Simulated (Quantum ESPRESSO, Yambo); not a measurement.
# A GW chain in Yambo: KBr (Fm-3m), part 2 of 2

Aim: the G0W0 gap of KBr (Fm-3m) on PBE with spin-orbit coupling, step by step.

Quantum ESPRESSO 7.5 and Yambo 5.3.0; PBE and many-body steps on it, plane waves. Known limits of the many-body steps: not at the basis limit.

So far. Step 2 (Ground state): The gap is direct, at Γ. Step 3 (Bands along the symmetry lines): The gap is 4.275 eV, as in the run before at this level.

## 4. Empty states on the mesh, 4×4×4 mesh, 270 bands

Level of this step: DFT, PBE with spin-orbit coupling, plane waves, norm-conserving pseudopotentials (Quantum ESPRESSO).

The sums over transitions need many empty states on a uniform mesh; this step solves for them.

pw.in

```
&control
  calculation = 'nscf'
  prefix = 'x'
  outdir = 'o'
  pseudo_dir = 'pseudo'
/
&system
  ibrav = 0
  nat = 2
  ntyp = 2
  ecutwfc = 76.0
  nbnd = 270
  force_symmorphic = .true.
  noncolin = .true.
  lspinorb = .true.
/
&electrons
  conv_thr = 1e-9
  electron_maxstep = 80
  diago_full_acc = .true.
  diago_thr_init = 5e-6
/
ATOMIC_SPECIES
  K 39.098 K.upf
  Br 79.904 Br.upf
CELL_PARAMETERS angstrom
  0.0000000000 3.3000000000 3.3000000000
  3.3000000000 0.0000000000 3.3000000000
  3.3000000000 3.3000000000 0.0000000000
ATOMIC_POSITIONS crystal
  K 0.0000000000 0.0000000000 0.0000000000
  Br 0.5000000000 0.5000000000 0.5000000000
K_POINTS automatic
  4 4 4 0 0 0
```

Started as:

```console
> OMP_NUM_THREADS=1 mpirun -n 4 pw.x -nk 4 -in pw.in > pw.out
```

Log:

```text
[banner, memory and clock lines left out]
Program PWSCF v.7.5 starts

     Atomic positions and unit cell read from directory:
     o/x.save/

     Message from routine setup:
     using ibrav=0 with symmetry is DISCOURAGED, use correct ibrav instead

     G-vector sticks info

     bravais-lattice index     =            0
     lattice parameter (alat)  =       8.8192  a.u.
     unit-cell volume          =     485.0298 (a.u.)^3
     number of atoms/cell      =            2
     number of atomic types    =            2
     number of electrons       =        26.00
     number of Kohn-Sham states=          270
     kinetic-energy cutoff     =      76.0000  Ry
     charge density cutoff     =     304.0000  Ry
     Exchange-correlation= PBE
                           (   1   4   3   4   0   0   0)
     Non magnetic calculation with spin-orbit

     celldm(1)=   8.819172  celldm(2)=   0.000000  celldm(3)=   0.000000
     celldm(4)=   0.000000  celldm(5)=   0.000000  celldm(6)=   0.000000

     crystal axes: (cart. coord. in units of alat)
               a(1) = (   0.000000   0.707107   0.707107 )
               a(2) = (   0.707107   0.000000   0.707107 )
               a(3) = (   0.707107   0.707107   0.000000 )

     reciprocal axes: (cart. coord. in units 2 pi/alat)
               b(1) = ( -0.707107  0.707107  0.707107 )
               b(2) = (  0.707107 -0.707107  0.707107 )
               b(3) = (  0.707107  0.707107 -0.707107 )
     Pseudo is Norm-conserving + core correction, Zval =  9.0
     Generated using ONCVPSP code by D. R. Hamann
     Using radial grid of 2222 points, 10 beta functions with:
     Pseudo is Norm-conserving + core correction, Zval = 17.0
     Generated using ONCVPSP code by D. R. Hamann
     Using radial grid of 1110 points, 10 beta functions with:
     K                 9.00    39.09800     K ( 1.00)
     Br               17.00    79.90400     Br( 1.00)

     48 Sym. Ops., with inversion, found

   Cartesian axes

     site n.     atom                  positions (alat units)
         1        K      tau(   1) = (   0.0000000   0.0000000   0.0000000  )
         2        Br     tau(   2) = (   0.7071068   0.7071068   0.7071068  )

     number of k points=     8
                       cart. coord. in units 2pi/alat
        k(    1) = (   0.0000000   0.0000000   0.0000000), wk =   0.0156250
        k(    2) = (   0.1767767   0.1767767  -0.1767767), wk =   0.1250000
        k(    3) = (  -0.3535534  -0.3535534   0.3535534), wk =   0.0625000
[...]
k(    7) = (  -0.7071068   0.0000000   0.0000000), wk =   0.0468750
        k(    8) = (  -0.7071068   0.3535534   0.0000000), wk =   0.0937500

     Dense  grid:    43599 G-vectors     FFT dimensions: (  50,  50,  50)

     The potential is recalculated from file :
     o/x.save/charge-density

     Starting wfcs are   28 randomized atomic wfcs +  242 random wfcs

     Band Structure Calculation

     End of band structure calculation

          k = 0.0000 0.0000 0.0000 (  5521 PWs)   bands (ev):

   -56.7196 -56.7196 -56.7196 -56.7196 -55.6354 -55.6354 -55.6354 -55.6354
   -55.6341 -55.6341 -25.6870 -25.6870 -10.2031 -10.2031  -9.3430  -9.3430
    -9.0771  -9.0771  -9.0771  -9.0771   1.7535   1.7535   2.2484   2.2484
[...]
[... 22 further rows ...]
[...]
80.9396  80.9397  81.5332  81.5332  81.5332  81.5335

          k = 0.1768 0.1768-0.1768 (  5414 PWs)   bands (ev):

[...]
[... 22 further rows ...]
[...]
79.4205  79.4205  79.5288  79.5288  79.5434  79.5434

          k =-0.3536-0.3536 0.3536 (  5444 PWs)   bands (ev):

[...]
27.0002  27.0002  27.6481  27.6481  27.6973  27.6973  29.1596  29.1596
     [... 22 further rows ...]
    77.8184  77.8184  79.3833  79.3833  79.3985  79.3985  79.9022  79.9022
    79.9154  79.9154  81.1446  81.1447  81.1932  81.1932

          k = 0.3536 0.0000 0.0000 (  5425 PWs)   bands (ev):

     [... further k-points ...]

     highest occupied, lowest unoccupied level (ev):     2.2484    6.5234

     XML data file, pseudopotentials, collected wavefunctions
```

Wall time 87 s (4 MPI ranks of Arm Neoverse V1, shared host); peak memory 1.2 GiB; 5.8 min of CPU time.

Numbers from this step:

```yaml
gap: 4.275 eV
k_of_the_valence_top: 0, 0, 0
k_of_the_conduction_bottom: 0, 0, 0
least_direct_gap: 4.275 eV
k_points_computed: 8
lowest_point_of_the_top_converged_band_above_the_valence_top: 76.1895 eV
```

On this mesh the gap is 4.275 eV.

## 5. Conversion and set-up

This step: Yambo 5.3.0; conversion and set-up on PBE with spin-orbit coupling, plane waves, norm-conserving pseudopotentials.

The states are converted to the many-body program's format and the q mesh is built.

Started as:

```console
> (cd o/x.save; p2y > p2y.log; mv SAVE ../..); yambo > setup.log
```

Log:

```text
 Yambo, version 5.3.0

 [02] CORE Variables Setup
 =========================

  [02.01] Unit cells
  ==================

  Cell kind             :  FCC
  Atoms in the cell     :  K  Br
  number of K  atoms    :  1
  number of Br atoms    :  1

  List of atomic masses
  Mass of K     :  39.09800
  Mass of Br    :  79.90400

  List of atomic coordinates    : [cc]
  K1       :  0.000000  0.000000  0.000000  order 1
  Br1       :  6.236096  6.236096  6.236096  order 2

  Alat factors          :  6.236096  6.236096  6.236096 [a.u.]
  Direct lattice volume :  485.0298 [a.u.]
  Direct lattice vectors:  A[ 1 ]  A[ 2 ]  A[ 3 ]
   A[ 1 ]:  0.000000  1.000000  1.000000  [iru]
   0.000000  6.236096  6.236096  [cc]
   A[ 2 ]:  1.000000  0.000000  1.000000  [iru]
   6.236096  0.000000  6.236096  [cc]
   A[ 3 ]:  1.000000  1.000000  0.000000  [iru]
   6.236096  6.236096  0.000000  [cc]

  Recip. lattice volume :  0.511412 [a.u.]
  Recip. lattice vectors:  B[ 1 ]  B[ 2 ]  B[ 3 ]
   B[ 1 ]: -0.500000  0.500000  0.500000  [iku]
  -0.503776  0.503776  0.503776  [cc]
   B[ 2 ]:  0.500000 -0.500000  0.500000  [iku]
   0.503776 -0.503776  0.503776  [cc]
   B[ 3 ]:  0.500000  0.500000 -0.500000  [iku]
   0.503776  0.503776 -0.503776  [cc]

  [02.02] Symmetries
  ==================

  Inversion symmetry    : yes
  Spatial inversion     : yes
  Inversion index       :  25
  K-space Time-reversal : no
  Magnetic symmetries   : no
  Group table correct   : yes
  Symmetries units      :  [cc]

   [S  1]:   1.0000      0.28986E-16  0.28986E-16  0.28986E-16   1.0000     -0.28986E-16 -0.28986E-16 -0.28986E-16   1.0000
   [S  2]:  -1.0000     -0.28986E-16  0.28986E-16 -0.28986E-16  -1.0000     -0.28986E-16  0.28986E-16  0.28986E-16   1.0000
   [S  3]:  -1.0000      0.28986E-16 -0.28986E-16 -0.28986E-16   1.0000      0.28986E-16  0.28986E-16 -0.28986E-16  -1.0000
[...]
[... 36 further rows ...]
   [S 47]:  0.28986E-16   1.0000     -0.28986E-16 -0.28986E-16  0.28986E-16  -1.0000       1.0000     -0.28986E-16  0.28986E-16
   [S 48]:  0.28986E-16  -1.0000      0.28986E-16 -0.28986E-16 -0.28986E-16   1.0000       1.0000      0.28986E-16 -0.28986E-16

  [02.03] Reciprocal space
  ========================

  nG shells         :   402
  nG charge         :   43599
  nG WFs            :   6483
  nC WFs            :   5521
  G-vecs. in first 40 shells:  [ Number ]
     1    9   15   27   51   59   65   89  113
    137   169   181   229   259   283   307   331   339
    387   411   459   531   537   561   609   645   701
[...]
1139  1211  1243  1291
  ...
  Shell energy in first 40 shells:  [ mHa ]
[...]
6471.64      6598.53      7106.11      7486.80      8121.27      8501.96      8628.85      9136.43      9517.12
    9644.01      10151.6      10532.3      10659.2      11166.8      11547.4      12181.9      12562.6      12689.5
[...]
K/Q-points units:
  rlu = crystal or reduced units; cc = cartesian coordinates; iku = interal k-units

  K [1]          [rlu]:  0.000000  0.000000  0.000000
         WF components:   5521
  K [2]          [rlu]: -0.15345E-16  0.12410E-16  0.25000
         WF components:   5414
  K [3]          [rlu]:  0.30690E-16 -0.24821E-16 -0.50000
         WF components:   5444
  K [4]          [rlu]: -0.46171E-17  0.25000      0.25000
         WF components:   5425
  K [5]          [rlu]: -0.94755E-17  0.25000     -0.50000
         WF components:   5434
  [... 2 further k-points ...]
  K [8]          [rlu]:  0.250000 -0.500000 -0.250000
         WF components:   5440

  [02.05] Energies & Occupations
  ==============================

  [X] === General ===
  [X] Electronic Temperature                        :  0.000000  0.000000 [eV K]
  [X] Bosonic    Temperature                        :  0.000000  0.000000 [eV K]
  [X] Finite Temperature mode                       : no
  [X] El. density                                   :  0.36174E+24 [cm-3]
  [X] Fermi Level                                   :  2.248353 [eV]

  [X] === Gaps and Widths ===
  [X] Conduction Band Min                           :  4.275038 [eV]
  [X] Valence Band Max                              :  0.000000 [eV]
  [X] Filled Bands                                  :  26
  [X] Empty Bands                                   :   27  270
  [X] Direct Gap                                    :  4.275038 [eV]
  [X] Direct Gap localized at k                     :  1
  [X] Indirect Gap                                  :  4.275038 [eV]
  [X] Indirect Gap between kpts                     :  1  1
  [X] Last valence band width                       :  0.573641 [eV]
  [X] 1st conduction band width                     :  2.927317 [eV]

  E @ K [1]:  [eV]
  -58.96796 -58.96796 -58.96796 -58.96796 -57.88372 -57.88372 -57.88372 -57.88372
  -57.88242 -57.88242 -27.93538 -27.93538 -12.45142 -12.45142 -11.59139 -11.59139
   -11.325      -11.325      -11.325      -11.325     -0.49480     -0.49480     -0.95670E-11 -0.66501E-11
[...]
occ @ K [1]
[...]
E @ K [2]:  [eV]
[...]
occ @ K [2]
[...]
E @ K [3]:  [eV]
[...]
occ @ K [3]
[...]
E @ K [4]:  [eV]
[...]
occ @ K [4]
[...]
E @ K [5]:  [eV]
[...]
occ @ K [5]
[...]
[... 2 further k-points ...]
  E @ K [8]:  [eV]
[...]
occ @ K [8]
[...]
0.000000  0.000000  0.000000  0.000000  0.000000  0.000000  0.000000  0.000000
   0.000000  0.000000  0.000000  0.000000  0.000000  0.000000  0.000000  0.000000

 [03] Transferred momenta grid and indexing
 ==========================================

 IBZ Q-points                                      :   8
 BZ  Q-points                                      :   64

 K/Q-points units:
 rlu = crystal or reduced units; cc = cartesian coordinates; iku = interal k-units

 Q [1]          [rlu]:  0.000000  0.000000  0.000000
 Q [2]          [rlu]: -0.15345E-16  0.40166E-16  0.25000
 Q [3]          [rlu]:  0.30690E-16 -0.80332E-16 -0.50000
[...]
Q [7]          [rlu]:  0.92343E-17 -0.50000     -0.50000
 Q [8]          [rlu]:  0.250000 -0.500000 -0.250000

  [03.01] X indexes
  =================

   [03.01.01] Sigma indexes
   ========================

 [06] Game Over & Game summary
```

It took 3.9 s on 1 MPI rank; peak memory 0.26 GiB.

## 6. Screening and self-energy, 4×4×4 mesh, 270 bands, screening to 156.5 eV

Now the one-shot GW correction: screening in the RPA, then the self-energy of the levels asked for.

This step: G0W0 on PBE with spin-orbit coupling, plane waves, norm-conserving pseudopotentials.

gw4.in

```
HF_and_locXC
gw0
dyson
ppa
em1d
rim_cut
RandQpts= 1000000
RandGvec= 1 RL
EXXRLvcs= 76 Ry
VXCRLvcs= 304 Ry
Chimod= "HARTREE"
% BndsRnXp
 1 | 270 |
%
NGsBlkXp= 11.5 Ry
% LongDrXp
 1 | 1 | 1 |
%
% GbndRnge
 1 | 270 |
%
DysSolver= "n"
ExtendOut
PPAPntXp= 27.21138 eV
% QPkrange
 1 | 1 | 23 | 30 |
%
```

Started as:

```console
> OMP_NUM_THREADS=2 mpirun -n 2 yambo -F gw4.in -J gw4 -C gw4 > gw4.log
```

Log:

```text
 Yambo, version 5.3.0

 [02] CORE Variables Setup
 =========================

  [... cell, symmetries and grids as in the set-up ...]

  [02.05] Energies & Occupations
  ==============================

  [X] === General ===
  [X] Electronic Temperature                        :  0.000000  0.000000 [eV K]
  [X] Bosonic    Temperature                        :  0.000000  0.000000 [eV K]
  [X] Finite Temperature mode                       : no
  [X] El. density                                   :  0.36174E+24 [cm-3]
  [X] Fermi Level                                   :  2.248353 [eV]

  [X] === Gaps and Widths ===
  [X] Conduction Band Min                           :  4.275038 [eV]
  [X] Valence Band Max                              :  0.000000 [eV]
  [X] Filled Bands                                  :  26
  [X] Empty Bands                                   :   27  270
  [X] Direct Gap                                    :  4.275038 [eV]
  [X] Direct Gap localized at k                     :  1
  [X] Indirect Gap                                  :  4.275038 [eV]
  [X] Indirect Gap between kpts                     :  1  1
  [X] Last valence band width                       :  0.573641 [eV]
  [X] 1st conduction band width                     :  2.927317 [eV]

 [03] Transferred momenta grid and indexing
 ==========================================

 IBZ Q-points                                      :   8
 BZ  Q-points                                      :   64

 K/Q-points units:
 rlu = crystal or reduced units; cc = cartesian coordinates; iku = interal k-units

 Q [1]          [rlu]:  0.000000  0.000000  0.000000
 Q [2]          [rlu]: -0.15345E-16  0.40166E-16  0.25000
 Q [3]          [rlu]:  0.30690E-16 -0.80332E-16 -0.50000
 Q [4]          [rlu]: -0.46171E-17  0.25000      0.25000
 Q [5]          [rlu]: -0.20915E-17  0.25000      0.50000
 Q [6]          [rlu]: -0.24821E-16  0.25000     -0.25000
 Q [7]          [rlu]:  0.92343E-17 -0.50000     -0.50000
 Q [8]          [rlu]:  0.250000 -0.500000 -0.250000

 [04] Coloumb potential Random Integration (RIM)
 ===============================================

  [04.01] RIM initialization
  ==========================

  * Diagonal components only detected *

  8 x (sBL volume)        :  0.063927 [a.u.]
  sBZ random points       :  1000000
  Points outside the sBZ  :   7968281
  RL volume               :  0.511412 [a.u.]
  Integrated volume       :  0.513448 [a.u.]

  [04.02] RIM integrals
  =====================

  Gamma point sphere radius             :  0.072529 [a.u.]
  Points outside the sphere             :   800476
  [Int_sBZ(q=0) 1/q^2]*(Vol_sBZ)^(-1/3) =:  7.776341
                                 should be <:  7.795600

  Summary of Coulomb integrals for non-metallic bands |Q|[au] RIM/Bare

  Q [1] 0.100000E-4 0.997530 * Q [2] 0.218141 1.068480
  Q [4] 0.251888 1.066792 * Q [6] 0.356223 1.029814
  Q [5] 0.417709 1.022655 * Q [3] 0.436282 1.020683
  Q [7] 0.503776 1.017590 * Q [8] 0.563238 1.014367

 [05] Dipoles
 ============

  [05.01] Setup: observables and procedures
  =========================================

  [WARNING] [x,Vnl] slows the Dipoles computation. To neglect it rename the ns.kb_pp file

 [06] Dynamic Dielectric Matrix (PPA)
 ====================================

 [WR./gw4//ndb.pp]---------------------------------------------------------------
  Brillouin Zone Q/K grids (IBZ/BZ)                :    8   64    8   64
  RL vectors                                       :   6567 [WF]
  Coulomb cutoff potential                         : none
  Electronic Temperature                           :  0.000000 [K]
  Bosonic    Temperature                           :  0.000000 [K]
  PPA    diel. fun.  energies                      : Perdew, Burke & Ernzerhof(X)+Perdew, Burke & Ernzerhof(C)
  wavefunctions                                    : Perdew, Burke & Ernzerhof(X)+Perdew, Burke & Ernzerhof(C)
  Global Gauge                                     : length
  X matrix size                                    :   339
  X band range                                     :    1  270
  X e/h energy range                               : -1.000000 -1.000000 [eV]
  X Time ordering                                  : R
  X Hxc Kernel                                     : HARTREE
  X Drude frequency                                :  0.000000  0.000000
  X poles                                          :  100.0000 [o/o]
  RL vectors in the sum                            :   6567
  [r,Vnl] included                                 : yes
  Field direction                                  :  0.577350E-5  0.577350E-5  0.577350E-5
  BZ energy Double Grid                            : no
  BZ energy DbGd points                            : 0
  BZ Q point size factor                           : -1.000000
  X Optical Averaged directions                    : none

 [07] Local Exchange-Correlation + Non-Local Fock
 ================================================

 [VXC] Plane waves :   43599
 [EXS] Plane waves :   5577

 QP @ state[ 1 ] K range:  1  1
 QP @ state[ 1 ] b range:  23  30

 [xc] Functional : Perdew, Burke & Ernzerhof(X)+Perdew, Burke & Ernzerhof(C)
 [xc] LIBXC used to calculate xc functional
  PP Number of Atomic Species                      :  2
  NLCC RL compoments                               :   43599
  PP Number of Atomic Species                      :  2
  NLCC RL compoments                               :   43599

 [xc] E_xc :  -16.87197 [Ha]
      E_xc :  -33.74393 [Ry]

  Local XC kind (lXC) : Perdew, Burke & Ernzerhof(X)+Perdew, Burke & Ernzerhof(C)
  Non-Local XC kind (nlXC) : Hartree-Fock

  Corrections @ K [1] :  [eV]
 <23|nlXC|23> = -19.36269 -0.53382E-17 <23|lXC|23> = -14.25326 -0.340483E-8
 <24|nlXC|24> = -19.36272  0.14974E-16 <24|lXC|24> = -14.25326 -0.84029E-09
 <25|nlXC|25> = -19.36275 -0.13086E-17 <25|lXC|25> = -14.25326 -0.216436E-8
 <26|nlXC|26> = -19.36276 -0.40531E-17 <26|lXC|26> = -14.25326 -0.130035E-8
 <27|nlXC|27> = -3.949118  0.16855E-17 <27|lXC|27> = -7.316472  0.76875E-09
 <28|nlXC|28> = -3.949118  0.72390E-18 <28|lXC|28> = -7.316473 -0.503091E-8
 <29|nlXC|29> = -3.762324 -0.18121E-18 <29|lXC|29> = -8.485177 -0.50632E-09
 <30|nlXC|30> = -3.762219  0.10950E-17 <30|lXC|30> = -8.485178 -0.188834E-8

 [08] Dyson equation: Newton solver
 ==================================

  [08.01] G0W0 (W PPA)
  ====================

  [  GW  ] Bands range     :    1  270
  [GW/PPA] G damping       :  0.100000 [eV]

  QP @ state[ 1 ] K range:  1  1
  QP @ state[ 1 ] b range:  23  30

   Sc/G bands                                       :    1  270
   Sc/G damping                                     :  0.100000 ev
   Sc bands terminator                              : no
   Sx RL components                                 :   5577

   QP @ state[ 1 ] K range                          :  1  1
   QP @ state[ 1 ] b range                          :  23  30
   GF energies kind                                 : Perdew, Burke & Ernzerhof(X)+Perdew, Burke & Ernzerhof(C)
   GF WF`s kind                                     : Perdew, Burke & Ernzerhof(X)+Perdew, Burke & Ernzerhof(C)
   Xs energies kind                                 : Perdew, Burke & Ernzerhof(X)+Perdew, Burke & Ernzerhof(C)
   Xs WF`s kind                                     : Perdew, Burke & Ernzerhof(X)+Perdew, Burke & Ernzerhof(C)

 [11] Game Over & Game summary
```

Wall time 14 min (2 MPI ranks); peak memory 2 GiB; 46 min of CPU time.

This step gave:

- G0W0 gap on the points computed: 7.489 eV
- starting gap on the mesh: 4.275 eV
- k of the valence top: 0, 0, 0
- k of the conduction bottom: 0, 0, 0
- least direct G0W0 gap on the computed points: 7.489 eV
- Z at the valence top: 0.8295
- Z at the conduction bottom: 0.8737

The gap on the mesh goes from 4.28 eV to 7.49 eV, a correction of +3.21 eV.

Limits: finite bands, cutoff and mesh. v1 is the top filled band, c1 the lowest empty one. The levels before and after the correction (eV, zero at the valence-band top of each column):

```
           conduction bottom  valence top
Kohn-Sham               4.28         0.00
     G0W0               7.49         0.00
```

```
             level  energy (eV)
Kohn-Sham  Γ v4-v1        0.000
Kohn-Sham  Γ c1-c2        4.275
Kohn-Sham  Γ c3-c4        7.444
     G0W0  Γ v4-v1        0.000
     G0W0  Γ c1-c2        7.489
     G0W0  Γ c3-c4       11.624
```

## 7. Where the time went

Times are wall times on the hardware named with each run, good to a factor of about two.

```
                          step    time  share  memory (GiB)
                  ground state    41 s    4 %          0.62
bands along the symmetry lines    43 s    4 %          0.42
      empty states on the mesh    87 s    9 %           1.2
         conversion and set-up   3.9 s    0 %          0.26
     screening and self-energy  14 min   83 %           2.0
```

## 8. Summary of results

| Property | Result |
| --- | --- |
| PBE gap | 4.28 eV, direct |
| G0W0 gap on the mesh | 7.49 eV |
| GW settings | 4×4×4 mesh, 270 bands, screening to 156.5 eV, Godby-Needs plasmon pole |
| known limits | not at the basis limit |

**Reading.** G0W0 moves the gap on the mesh from 4.28 eV to 7.49 eV (+3.21 eV), with Z of 0.83 and 0.87 at the edges. Only 1 of the mesh's irreducible points was corrected, so a valley elsewhere could overtake. The dearest step here is «screening and self-energy». Bands and cutoff are finite, so the gap is not at the basis limit. The miss can reach some tenths of an eV and take either sign; the mesh is an error of its own. In the G0W0 run levels were corrected at 1 k point alone, so a gap called «on the mesh» is the least over those, and an edge elsewhere would be missed.

[Paths, hosts, dates, memory and timing lines, banners, echoed tables and standing remarks are left out of the program output.]

[Logs are printed without paths, hosts, clocks, repeated set-up lines and the standing remarks that a program may print on its own settings, such as how far it seeks lower states.]

[Runs of the session that timed out or met a known fault of the program may be left out.]

[Hosts, paths, dates, database ids (printed as entryN), source tags and the programs' standing remarks are cut or masked in the printed files.]
